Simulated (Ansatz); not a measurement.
# How far is PAW off for ZnS?

```yaml
crystal:
  lattice:
    - [0.00000, 2.70465, 2.70465]
    - [2.70465, 0.00000, 2.70465]
    - [2.70465, 2.70465, 0.00000]
  atoms:
    - { symbol: Zn, position: [0.00000, 0.00000, 0.00000] }
    - { symbol: S, position: [0.75000, 0.75000, 0.75000] }
```

Atoms are numbered in the order listed.

The cell is COD entry 9000107, as deposited and not checked against the literature; nothing was relaxed.

All numbers are computed: DFT, PBEsol, PAW with Ansatz's default frozen-core files, scalar-relativistic (Ansatz 0.2.0); DFT, PBEsol, all-electron PAW with datasets made for the crystal, scalar-relativistic (Ansatz 0.2.0); DFT, PBEsol, all-electron LAPW, scalar-relativistic (Ansatz 0.2.0).

For PAW: a Γ-centred 8×8×8 k mesh, Fermi–Dirac smearing of 0.01 eV, cutoff 420 eV, no spin polarisation; the PAW files were made with PBE, and the program remakes their frozen cores for this functional. The crystal-made all-electron datasets (AE datasets) take a cutoff of 280 eV at this cell. LAPW targets a basis error of 0.25 meV/atom. The Ansatz runs share mesh, smearing and spin set-up. Plane-wave (PAW) pressures include the program's estimate of the Pulay term.

Stress and pressure are positive in compression.

Levels count from the top of the valence band.

```json
{"quantity": "pressure (GPa)", "PAW": "-2.18", "AE datasets": "-2.17", "LAPW": "-2.17"}
{"quantity": "band gap (eV)", "PAW": "1.960", "AE datasets": "1.963", "LAPW": "1.963"}
{"quantity": "highest filled level at X (eV)", "PAW": "-2.238", "AE datasets": "-2.235", "LAPW": "-2.235"}
{"quantity": "lowest empty level at X (eV)", "PAW": "3.240", "AE datasets": "3.241", "LAPW": "3.241"}
{"quantity": "highest filled level at W (eV)", "PAW": "-2.746", "AE datasets": "-2.744", "LAPW": "-2.744"}
{"quantity": "lowest empty level at W (eV)", "PAW": "5.552", "AE datasets": "5.553", "LAPW": "5.553"}
{"quantity": "highest filled level at L (eV)", "PAW": "-0.872", "AE datasets": "-0.871", "LAPW": "-0.871"}
{"quantity": "lowest empty level at L (eV)", "PAW": "3.181", "AE datasets": "3.184", "LAPW": "3.184"}
```

PAW's pressure differs from the LAPW value by about 0.01 GPa or less.
